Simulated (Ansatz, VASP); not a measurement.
PtSe2: VASP beside Ansatz

```xyz
3
Lattice="3.7603 0.0000 0.0000 -1.8802 3.2565 0.0000 0.0000 0.0000 4.8632" Properties=species:S:1:pos:R:3 pbc="T T T"
Pt    0.0000    0.0000    0.0000
Se    0.0000    2.1710    1.2682
Se    1.8802    1.0855    3.5950
```

Alike in both runs: functional PBEsol; k mesh 15 × 15 × 8; occupations gaussian, width 0.1 eV; no spin polarisation.

Ansatz relaxed the structure, and its values are those at the end. VASP's run is a single point on that final structure, the one shown.

|  | VASP | Ansatz |
| --- | --- | --- |
| version | VASP 6.6.1 | Ansatz 0.2.0 |
| potentials or method | VASP PAW PBE potentials, release 64 (Pt, Se) | scalar-relativistic, plane waves, PAW |
| plane-wave cutoff (eV) | 520 | 420 |
| valence electrons in the cell | 22 | 50 |

VASP gave:

| Property | Result |
| --- | --- |
| gap on the k mesh at the Fermi level (eV) | none |
| pressure (GPa) | 0.1 |
| rms of the force components (eV/Å) | 0.007 |

Problem. Which values does Ansatz return?

Solution. gap on the k mesh at the Fermi level (eV): none; pressure (GPa): 0.0; rms of the force components (eV/Å): 0.001.

A gap of «none» marks a metal or a gap that the smearing closes. The two sets of potentials don't hold the same shells in valence.

Caveats: the PAW data sets were made with another functional, which shifts forces and pressure a little (VASP). The runs have no spin-orbit coupling, so splittings on Pt are missing.
